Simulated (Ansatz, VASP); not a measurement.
**Two plane-wave programs on SnTe**

```
CELL_PARAMETERS angstrom
0.00000 3.16699 3.16699
3.16699 0.00000 3.16699
3.16699 3.16699 0.00000
ATOMIC_POSITIONS crystal
Sn 0.00000 0.00000 0.00000
Te 0.50000 0.50000 0.50000
```

Change from the starting cell: volume scaled by 1.01, PAW files.

Alike in both runs: task electric field gradients; functional PBE; k mesh 11 × 11 × 11; occupations fermi-dirac, width 0.08 eV; no spin polarisation.

|  | VASP | Ansatz |
| --- | --- | --- |
| version | VASP 6.6.1 | Ansatz 0.2.0 |
| potentials or method | VASP PAW PBE potentials, release 64 (Sn_d, Te) | PAW with Ansatz's default frozen-core files, scalar-relativistic |
| plane-wave cutoff (eV) | 520 | 420 |
| valence electrons in the cell | 20 | 30 |

```tsv
	VASP	Ansatz	Ansatz less VASP
pressure (GPa)	1.5	1.6	+0.02
Vzz of the field gradient on the site that differs most (V/Å²)	0.0	0.0	0.00
```

The two sets of potentials don't hold the same shells in valence. Ansatz warned: «gradients_without_spin_orbit».

Spin-orbit coupling is left out, which matters for the levels of Te.
